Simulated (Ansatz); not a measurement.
# PbSe (Clausthalite) (Fm-3m) in Ansatz: a series of runs

One crystal, PbSe (Clausthalite), is run at these levels: PBEsol0; tasks: band structure, single point, equation of state.

Program: Ansatz 0.2.0. These are calculated values, not measurements. Logs are shortened: lines on timing, memory, paths and dates and some standing lists are left out, and cuts for length are marked.

## Step 1: The crystal as given

The structure is cubic, space group Fm-3m (No. 225). The conventional cell has a = 6.121 Å, b = 6.121 Å, c = 6.121 Å, α = 90.00°, β = 90.00°, γ = 90.00°. Pb (site symmetry m-3m) has 6 Se at 3.06 Å as nearest neighbours. Se (site symmetry m-3m) is surrounded by 6 Pb at 3.06 Å.

## Step 2: Band structure, PBEsol0

The input, input.yaml:

```yaml
crystal:
  lattice:
    - [0.0, 3.06065, 3.06065]
    - [3.06065, 0.0, 3.06065]
    - [3.06065, 3.06065, 0.0]
  atoms:
    - { symbol: Pb, position: [0.0, 0.0, 0.0] }
    - { symbol: Se, position: [0.5, 0.5, 0.5] }
hamiltonian:
  xc: { exchange: pbesol, correlation: pbesol, exx: { coeff: 0.25 } }
  pseudopotentials: { kind: paw }
kpoints:
  mp_grid: { grid: [4, 4, 4] }
  band_path:
    path:
      - [[0.0, 0.0, 0.0], [0.5, 0.0, 0.5], [0.5, 0.25, 0.75], [0.375, 0.375, 0.75], [0.0, 0.0, 0.0], [0.5, 0.5, 0.5], [0.625, 0.25, 0.625], [0.5, 0.25, 0.75], [0.5, 0.5, 0.5], [0.375, 0.375, 0.75]]
      - [[0.625, 0.25, 0.625], [0.5, 0.0, 0.5]]
    npoints: 4
scf:
  occupations: { method: fermi_dirac, width: 0.05 }
  n_extra_bands: 6
output:
  forces: true
  stress: true
  eigenvalues: true
  fatbands: false
  write_density: true
  write_potential: true
  elf: true
  volumetric_format: npy
```

Potentials or basis: Ansatz PAW.

Started as:

```
> ansatz run input.yaml --threads 2 --pin off --max-ram 5632MiB --backend cpu --events-out ev --progress --plain --runs-dir out
```

The program printed:

```text
[... 2 lines left out ...]
Warning: RAYON_NUM_THREADS=2 ignored (pool sized by the plan → 2); use --threads N
scf.n_extra_bands = 6 over 15 filled bands (N_el = 30.0): the run solves 21 bands
Engine: ansatz 0.2.0, x86_64-unknown-linux-gnu
Pseudopotentials: kind: paw
Pseudopotential: Pb, paw, valence charge 14, recommended cutoff 420 eV (normal), Pb.paw.azcp
Pseudopotential: Se, paw, valence charge 16, recommended cutoff 420 eV (normal), Se.paw.azcp
Functional definition: unnamed
  parameter a_1 = 0.25
  exchange = (1 - a_1)*pbe_x(mu = 0.12345679012345678) + a_1*exact_x
  correlation = pbe_c(beta = 0.046)
Crystal: 2 atoms, lattice volume = 57.342 Å³
Basis set: ecut = 420 eV, 1139 PW (Γ), exchange–correlation on 60×60×60 points (8 copies of the dense FFT grid, shifted against one another)
Bands: 21, of which v1, the nominal top of the filled ones, is band 15 counted from 1 (14 counted from 0)
Symmetry: 48 space group operations
Space group: Fm-3m (ITA 225), of the structure as read, at distance tolerance 3.9e-5 Å
k-points: 8 of 64
Non-local potential: Pb, projectors of the file, l = 0: 2, l = 1: 2, l = 2: 2, l = 3: 2
Non-local potential: Se, projectors of the file, l = 0: 2, l = 1: 2, l = 2: 3, l = 3: 1
PAW form: soft (Blöchl's): semilocal exchange-correlation on the pseudo side does not see the compensation charge
PAW frozen core: Pb, regenerated for the run's functional, and the local potential with it (the file was generated under x = pbe(κ = 0.804, μ = 0.2195149727645171), c = pbe(β = 0.06672455060314922))
PAW frozen core: Se, regenerated for the run's functional, and the local potential with it (the file was generated under x = pbe(κ = 0.804, μ = 0.2195149727645171), c = pbe(β = 0.06672455060314922))
PAW one-centre angular grid: Pb, 590 points (default); XC on 64 Gauss nodes
PAW one-centre angular grid: Se, 590 points (default); XC on 64 Gauss nodes
Initial density: superposition of atomic densities (neutral atoms: chi_scale 0, normalization atom), corrected by the library's trained network
Initial wavefunctions: pseudopotential atomic-orbital guess
Functional: x = pbesol(κ = 0.804, μ = 0.12345679012345678), c = pbesol(β = 0.046), warm-up for x = 0.75 pbesol(κ = 0.804, μ = 0.12345679012345678) + 0.25 exact, c = pbesol(β = 0.046)
SCF iter   1: F=—  HF=-17180.211341 eV  |F-HF|=—  |Δ(HF+E_count)|=         —  Δρ=2.98e-3  dr2=1.10e-2  ethr=1.77e-3  ⟨swp⟩=10.9  Hψ=727  notcnv=0
preconditioner: auto → none  [insulator: Δε(μ)=0.167 eV  Ē_g=17.085 eV  σ=0.050 eV  W_gap=0.68  n_scr=14 (ndim 8)  ℏωp=21.9 eV  f_vac=0.019  D(μ)=0.67/eV (n_scr^D=0)]
SCF iter   2: F=—  HF=-17180.208840 eV  |F-HF|=—  |Δ(HF+E_count)|=   2.50e-3  Δρ=1.46e-3  dr2=1.80e-3  ethr=3.67e-5  ⟨swp⟩=4.0  Hψ=470  notcnv=0  defer=5
iter 3 solved again at ethr=2.51e-7 eV; its pass at ethr=5.98e-6 eV (dr2=7.53e-5 eV) is discarded
SCF iter   3: F=—  HF=-17180.208270 eV  |F-HF|=—  |Δ(HF+E_count)|=   5.70e-4  Δρ=4.20e-4  dr2=7.31e-5  ethr=2.51e-7  ⟨swp⟩=3.5  Hψ=688  notcnv=0  defer=1
SCF iter   4: F=—  HF=-17180.208291 eV  |F-HF|=—  |Δ(HF+E_count)|=   2.07e-5  Δρ=1.12e-4  dr2=4.84e-6  ethr=2.44e-7  ⟨swp⟩=2.2  Hψ=293  notcnv=0  defer=1
SCF iter   5: F=—  HF=-17180.208294 eV  |F-HF|=—  |Δ(HF+E_count)|=   3.15e-6  Δρ=2.10e-5  dr2=1.29e-7  ethr=1.61e-8  ⟨swp⟩=4.1  Hψ=363  notcnv=0
SCF iter   6: F=—  HF=-17180.208294 eV  |F-HF|=—  |Δ(HF+E_count)|=   5.56e-8  Δρ=9.04e-6  dr2=2.44e-8  ethr=4.29e-10  ⟨swp⟩=4.0  Hψ=415  notcnv=0
SCF iter   7: F=—  HF=-17180.208294 eV  |F-HF|=—  |Δ(HF+E_count)|=   1.52e-8  Δρ=7.86e-6  dr2=3.15e-8  ethr=8.12e-11  ⟨swp⟩=4.0  Hψ=363  notcnv=0
SCF iter   8: F=—  HF=-17180.208294 eV  |F-HF|=—  |Δ(HF+E_count)|=   6.36e-9  Δρ=3.54e-6  dr2=6.83e-9  ethr=8.12e-11  ⟨swp⟩=2.0  Hψ=289  notcnv=0
SCF iter   9: F=-17180.208294 eV  HF=-17180.208294 eV  |F-HF|=2.55e-11  |Δ(HF+E_count)|=   1.56e-9  Δρ=5.02e-7  dr2=8.11e-11  ethr=2.28e-11  ⟨swp⟩=4.0  Hψ=339  notcnv=0
SCF 1 converged in 9 iterations: F = -17180.208294 eV  dr2 = 8.11e-11
[... 2 lines left out ...]
Functional: x = 0.75 pbesol(κ = 0.804, μ = 0.12345679012345678) + 0.25 exact, c = pbesol(β = 0.046)
Frozen-core exchange: fock
[... 9 lines left out ...]
SCF 2 stopped early in 7 iterations: F = -17237.016354 eV  dr2 = 3.25e-6
hybrid outer 1: dexx = +1.378e-2 eV, tail = 5.86e-5 eV
Frozen-core exchange: fock
[... 8 lines left out ...]
SCF 3 converged in 7 iterations: F = -17237.016442 eV  dr2 = 5.72e-9
  Residual-converged pass: ⟨swp⟩=2.0  Hψ=185  notcnv=0  max |occ|·‖R‖ = 2.4e-6 eV (tolerance 2.4e-6 eV)  dr2=5.72e-9  dr2_onsite=4.56e-10  max |Δocc| = 4.4e-16
hybrid outer 2: dexx = +1.019e-6 eV, tail = 2.90e-8 eV, Δε = 3.36e-3 eV (about 1.24e-4 eV left of the loop's levels)
NSCF: frozen V_eff on 42 k-points
hybrid SCF converged: 2 outer / 14 inner (+9 warm-up), last move |dexx| = 1.02e-6 eV, tail = 2.90e-8 eV
Stability not checked: this state was not tested for a lower state beside it, because the functional holds exact exchange (a hybrid, or Hartree-Fock), whose exchange loop this test does not read (fock_operator; see scf.lower_state_search)
Free energy (F): -17237.016442 eV
Frozen-core exchange: fock
Harris-Foulkes:  -17237.016442 eV  (|F-HF|=3.71e-9)
Internal energy: -17237.016441 eV  (E = F + TS)
E sigma→0 (E₀):  -17237.016442 eV
Entropy (-TS):   -0.000001 eV (-0.000 meV/atom)
Fermi energy:    8.934543 eV
--- Per-component energies (eV) ---
  E_band       = -512.253757
  E_kinetic    = 404.796912
  E_local      = -3532.953697  (includes V_loc(G=0)·N_el)
  E_nonlocal   = -240.555701
  E_hartree    = 1643.630543
  E_xc         = -248.835218
  E_vxc        = -178.743977  (∫ρ·V_xc dr)
  E_exx        = -111.889339  (= α·E_x^exact, valence–valence)
  E_paw        = -12139.565871  (= ΣΔE_a)
  E_vpaw       = -28.282264  (= ΣTr[D̂ρ^β])
  E_aug_tail   = -0.000509  (compensation charges beyond the density's cutoff)
  E_ewald      = -3011.707258
  E_core_change = 0.063696  (= ΣΔE_core)
  E_smearing   = -0.000001  (= −TS)
  E_closure    = 0.000000  (closes the sum)
  Σ components = -17237.016442   (vs F -17237.016442, Δ=3.64e-12)
--- Forces (eV/Å), atoms counted from 1 ---
  atom   1  Pb    -0.00000000    -0.00000000    -0.00000000
  atom   2  Se    -0.00000000     0.00000000    -0.00000000
  max |Σ_I F_I| component: 3.90e-29 eV/Å
--- Stress (GPa, compression-positive) ---
       -0.658344       0.000000      -0.000000
        0.000000      -0.658344      -0.000000
        0.000000       0.000000      -0.658344
  P = ⅓ Tr σ = -0.6583 GPa (-6.583 kbar)
--- Band table (eV; the first three rows and the last of 8) ---
  k-point 0: bands = ["-42.9380", "-42.9380", "-42.9342", "-42.9342", "-42.9342", "-10.3996", "-10.3996", "-10.3873", "-10.3873", "-10.3873", "-6.8389", "1.5453", "6.0710", "6.0710", "6.0710", "14.4359", "14.4359", "14.4359", "16.0938", "16.0938", "16.0938"]
  k-point 1: bands = ["-42.9379", "-42.9379", "-42.9341", "-42.9341", "-42.9341", "-10.4130", "-10.4130", "-10.3862", "-10.3722", "-10.3722", "-6.3441", "-0.0037", "6.2649", "6.2649", "7.1792", "11.5397", "12.3858", "12.3858", "16.0700", "17.4035", "17.4035"]
  k-point 2: bands = ["-42.9379", "-42.9379", "-42.9341", "-42.9341", "-42.9341", "-10.4276", "-10.4276", "-10.3858", "-10.3558", "-10.3558", "-5.6422", "-1.4556", "6.5302", "6.5302", "8.3277", "9.5414", "11.0492", "11.0492", "18.2169", "19.9903", "20.0434"]
  k-point 7: bands = ["-42.9379", "-42.9379", "-42.9341", "-42.9341", "-42.9340", "-10.5010", "-10.4036", "-10.3753", "-10.3753", "-10.3425", "-5.1893", "-0.5071", "3.4097", "3.4097", "7.3698", "11.2892", "14.6087", "14.6087", "17.5023", "17.5023", "21.7791"]
```

It took 79 s on 2 threads of AMD EPYC 9B14 (Zen 4), shared host; peak memory 0.86 GiB.

What came out:

- Free energy: -17237.0164 eV
- Pressure: -0.7 GPa
- Band gap on the k mesh: 1.21 eV, direct
- Band gap along the path: 1.21 eV, direct

Levels at the corners of the path, in eV from the valence-band top:
```csv
point,band 11,band 12,band 13,band 14,band 15,band 16,band 17,band 18,band 19,band 20
Γ,-15.17,-6.78,-2.26,-2.26,-2.26,6.11,6.11,6.11,7.77,7.77
X,-13.55,-8.06,-5.77,-3.78,-3.78,4.70,7.11,7.11,7.59,12.97
W,-13.52,-8.83,-4.92,-4.92,-0.96,2.96,6.28,6.28,9.17,9.17
K,-13.56,-8.87,-5.27,-3.22,-2.78,4.61,5.33,6.86,7.08,11.59
Γ,-15.17,-6.78,-2.26,-2.26,-2.26,6.11,6.11,6.11,7.77,7.77
L,-13.97,-9.78,-1.80,-1.80,0.00,1.21,2.72,2.72,9.89,11.66
U,-13.56,-8.87,-5.27,-3.22,-2.78,4.61,5.33,6.86,7.08,11.59
W,-13.52,-8.83,-4.92,-4.92,-0.96,2.96,6.28,6.28,9.17,9.17
L,-13.97,-9.78,-1.80,-1.80,0.00,1.21,2.72,2.72,9.89,11.66
K,-13.56,-8.87,-5.27,-3.22,-2.78,4.61,5.33,6.86,7.08,11.59
U,-13.56,-8.87,-5.27,-3.22,-2.78,4.61,5.33,6.86,7.08,11.59
X,-13.55,-8.06,-5.77,-3.78,-3.78,4.70,7.11,7.11,7.59,12.97
```

Caveat: the k mesh is coarse (spacing up to 0.44 Å⁻¹), so the values aren't converged, least of all with exact exchange; spin-orbit coupling is left out, which as a rule narrows the gap of such compounds by several tenths of an eV; the PAW data sets come from PBE, with cores solved anew for the run's functional, which leaves a small shift of forces and pressure; the thresholds are loose for stress.

## Step 3: Single point, PBEsol0, 26.95 Å³/atom (volume scaled by 0.94)

The input, input.yaml:

```yaml
crystal:
  lattice:
    - [0.0, 2.9981702236, 2.9981702236]
    - [2.9981702236, 0.0, 2.9981702236]
    - [2.9981702236, 2.9981702236, 0.0]
  atoms:
    - { symbol: Pb, position: [0.0, 0.0, 0.0] }
    - { symbol: Se, position: [0.5, 0.5, 0.5] }
hamiltonian:
  xc: { exchange: pbesol, correlation: pbesol, exx: { coeff: 0.25 } }
  pseudopotentials: { kind: paw }
kpoints:
  mp_grid: { grid: [4, 4, 4] }
scf:
  occupations: { method: fermi_dirac, width: 0.05 }
output:
  forces: true
  stress: true
  eigenvalues: true
  write_density: true
  write_potential: true
  elf: true
  volumetric_format: npy
```

Potentials or basis: Ansatz PAW.

Started as:

```
> ansatz run input.yaml --threads 2 --pin off --max-ram 5632MiB --backend cpu --events-out ev --progress --plain --runs-dir out
```

Run time: 10 s. Hardware: 2 threads of AMD EPYC 9B14 (Zen 4), shared host; peak memory 0.82 GiB.

Results (log left out):

| Property | Result |
| --- | --- |
| Free energy | -17236.9919 eV |
| Pressure | 3.1 GPa |
| Band gap on the k mesh | 0.95 eV, direct |

Caveat: the k mesh is coarse (spacing up to 0.45 Å⁻¹), so the values aren't converged, least of all with exact exchange; spin-orbit coupling is left out, which as a rule narrows the gap of such compounds by several tenths of an eV; the PAW data sets come from PBE, with cores solved anew for the run's functional, which leaves a small shift of forces and pressure; the thresholds are loose for stress.

## Step 4: Single point, PBEsol0, 27.52 Å³/atom (volume scaled by 0.96)

Changes to input.yaml since step 3:

```diff
@@ -2,5 +2,5 @@
   lattice:
-    - [0.0, 2.9981702236, 2.9981702236]
-    - [2.9981702236, 0.0, 2.9981702236]
-    - [2.9981702236, 2.9981702236, 0.0]
+    - [0.0, 3.0192847941, 3.0192847941]
+    - [3.0192847941, 0.0, 3.0192847941]
+    - [3.0192847941, 3.0192847941, 0.0]
   atoms:
```

Started as:

```
> ansatz run input.yaml --threads 2 --pin off --max-ram 5632MiB --backend cpu --events-out ev --progress --plain --runs-dir out
```

It took 8.9 s on 2 threads of AMD EPYC 9B14 (Zen 4), shared host; peak memory 0.86 GiB.

Results (log left out):

| Quantity | Value |
| --- | --- |
| Free energy | -17237.0093 eV |
| Pressure | 1.7 GPa |
| Band gap on the k mesh | 1.05 eV, direct |

Caveat: the k mesh is coarse (spacing up to 0.45 Å⁻¹), so the values aren't converged, least of all with exact exchange; spin-orbit coupling is left out, which as a rule narrows the gap of such compounds by several tenths of an eV; the PAW data sets come from PBE, with cores solved anew for the run's functional, which leaves a small shift of forces and pressure; the thresholds are loose for stress.

## Step 5: Single point, PBEsol0, 28.10 Å³/atom (volume scaled by 0.98)

Changes to input.yaml since step 4:

```diff
@@ -2,5 +2,5 @@
   lattice:
-    - [0.0, 3.0192847941, 3.0192847941]
-    - [3.0192847941, 0.0, 3.0192847941]
-    - [3.0192847941, 3.0192847941, 0.0]
+    - [0.0, 3.0401081059, 3.0401081059]
+    - [3.0401081059, 0.0, 3.0401081059]
+    - [3.0401081059, 3.0401081059, 0.0]
   atoms:
```

Started as:

```
> ansatz run input.yaml --threads 2 --pin off --max-ram 5632MiB --backend cpu --events-out ev --progress --plain --runs-dir out
```

Run time: 9.1 s. Hardware: 2 threads of AMD EPYC 9B14 (Zen 4), shared host; peak memory 0.86 GiB.

It converged, with:

```
Free energy            : -17237.0172 eV
Pressure               : 0.5 GPa
Band gap on the k mesh : 1.13 eV, direct
```

Caveat: the k mesh is coarse (spacing up to 0.45 Å⁻¹), so the values aren't converged, least of all with exact exchange; spin-orbit coupling is left out, which as a rule narrows the gap of such compounds by several tenths of an eV; the PAW data sets come from PBE, with cores solved anew for the run's functional, which leaves a small shift of forces and pressure; the thresholds are loose for stress.

## Step 6: Single point, PBEsol0, 28.67 Å³/atom

Changes to input.yaml since step 5:

```diff
@@ -2,5 +2,5 @@
   lattice:
-    - [0.0, 3.0401081059, 3.0401081059]
-    - [3.0401081059, 0.0, 3.0401081059]
-    - [3.0401081059, 3.0401081059, 0.0]
+    - [0.0, 3.06065, 3.06065]
+    - [3.06065, 0.0, 3.06065]
+    - [3.06065, 3.06065, 0.0]
   atoms:
@@ -19,5 +19 @@
   eigenvalues: true
-  write_density: true
-  write_potential: true
-  elf: true
-  volumetric_format: npy
```

Potentials or basis: Ansatz PAW.

Started as:

```
> ansatz run input.yaml --threads 2 --pin off --max-ram 5632MiB --backend cpu --events-out ev --progress --plain --runs-dir out
```

Wall time 9.2 s (2 threads of AMD EPYC 9B14 (Zen 4), shared host); peak memory 0.86 GiB.

The run converged. Its results:

| Item | Value |
| --- | --- |
| Free energy | -17237.0164 eV |
| Pressure | -0.7 GPa |
| Band gap on the k mesh | 1.21 eV, direct |

Caveat: the k mesh is coarse (spacing up to 0.44 Å⁻¹), so the values aren't converged, least of all with exact exchange; spin-orbit coupling is left out, which as a rule narrows the gap of such compounds by several tenths of an eV; the PAW data sets come from PBE, with cores solved anew for the run's functional, which leaves a small shift of forces and pressure; the thresholds are loose for stress.

## Step 7: Single point, PBEsol0, 29.24 Å³/atom (volume scaled by 1.02)

Changes to input.yaml since step 6:

```diff
@@ -2,5 +2,5 @@
   lattice:
-    - [0.0, 3.06065, 3.06065]
-    - [3.06065, 0.0, 3.06065]
-    - [3.06065, 3.06065, 0.0]
+    - [0.0, 3.080919796, 3.080919796]
+    - [3.080919796, 0.0, 3.080919796]
+    - [3.080919796, 3.080919796, 0.0]
   atoms:
@@ -19 +19,5 @@
   eigenvalues: true
+  write_density: true
+  write_potential: true
+  elf: true
+  volumetric_format: npy
```

Started as:

```
> ansatz run input.yaml --threads 2 --pin off --max-ram 5632MiB --backend cpu --events-out ev --progress --plain --runs-dir out
```

Wall time 9.3 s (2 threads of AMD EPYC 9B14 (Zen 4), shared host); peak memory 0.9 GiB.

Results (log left out):

```
Free energy            : -17237.0081 eV
Pressure               : -1.7 GPa
Band gap on the k mesh : 1.29 eV, direct
```

Caveat: the k mesh is coarse (spacing up to 0.44 Å⁻¹), so the values aren't converged, least of all with exact exchange; spin-orbit coupling is left out, which as a rule narrows the gap of such compounds by several tenths of an eV; the PAW data sets come from PBE, with cores solved anew for the run's functional, which leaves a small shift of forces and pressure; the thresholds are loose for stress.

## Step 8: Single point, PBEsol0, 29.82 Å³/atom (volume scaled by 1.04)

Changes to input.yaml since step 7:

```diff
@@ -2,5 +2,5 @@
   lattice:
-    - [0.0, 3.080919796, 3.080919796]
-    - [3.080919796, 0.0, 3.080919796]
-    - [3.080919796, 3.080919796, 0.0]
+    - [0.0, 3.1009263293, 3.1009263293]
+    - [3.1009263293, 0.0, 3.1009263293]
+    - [3.1009263293, 3.1009263293, 0.0]
   atoms:
@@ -19,5 +19 @@
   eigenvalues: true
-  write_density: true
-  write_potential: true
-  elf: true
-  volumetric_format: npy
```

Started as:

```
> ansatz run input.yaml --threads 2 --pin off --max-ram 5632MiB --backend cpu --events-out ev --progress --plain --runs-dir out
```

Run time: 9.5 s. Hardware: 2 threads of AMD EPYC 9B14 (Zen 4), shared host; peak memory 0.92 GiB.

It converged, with:

```
Free energy            : -17236.9929 eV
Pressure               : -2.6 GPa
Band gap on the k mesh : 1.36 eV, direct
```

Caveat: the k mesh is coarse (spacing up to 0.44 Å⁻¹), so the values aren't converged, least of all with exact exchange; spin-orbit coupling is left out, which as a rule narrows the gap of such compounds by several tenths of an eV; the PAW data sets come from PBE, with cores solved anew for the run's functional, which leaves a small shift of forces and pressure; the thresholds are loose for stress.

## Step 9: Single point, PBEsol0, 30.39 Å³/atom (volume scaled by 1.06)

Changes to input.yaml since step 8:

```diff
@@ -2,5 +2,5 @@
   lattice:
-    - [0.0, 3.1009263293, 3.1009263293]
-    - [3.1009263293, 0.0, 3.1009263293]
-    - [3.1009263293, 3.1009263293, 0.0]
+    - [0.0, 3.1206779849, 3.1206779849]
+    - [3.1206779849, 0.0, 3.1206779849]
+    - [3.1206779849, 3.1206779849, 0.0]
   atoms:
```

Potentials or basis: Ansatz PAW.

Started as:

```
> ansatz run input.yaml --threads 2 --pin off --max-ram 5632MiB --backend cpu --events-out ev --progress --plain --runs-dir out
```

It took 9.6 s on 2 threads of AMD EPYC 9B14 (Zen 4), shared host; peak memory 0.92 GiB.

The run converged. Its results:

- Free energy: -17236.9715 eV
- Pressure: -3.4 GPa
- Band gap on the k mesh: 1.42 eV, direct

Caveat: the k mesh is coarse (spacing up to 0.44 Å⁻¹), so the values aren't converged, least of all with exact exchange; spin-orbit coupling is left out, which as a rule narrows the gap of such compounds by several tenths of an eV; the PAW data sets come from PBE, with cores solved anew for the run's functional, which leaves a small shift of forces and pressure; the thresholds are loose for stress.

## Step 10: Equation of state, PBEsol0

Potentials or basis: Ansatz PAW.

This step only gathers the single runs of the series.

Results:

```
Equilibrium volume                      : 28.33 Å³/atom
Bulk modulus                            : 56 GPa
Pressure derivative of the bulk modulus : 4.5
```

Energy against volume, from the lowest point:
```tsv
volume (Å³/atom)	energy (meV/atom)
26.951	12.61
27.524	3.91
28.097	0.00
28.671	0.36
29.244	4.54
29.818	12.14
30.391	22.84
```

Caveat: the k mesh is coarse (spacing up to 0.44 Å⁻¹), so the values aren't converged, least of all with exact exchange; the PAW data sets were made with another functional, which shifts forces and pressure a little.
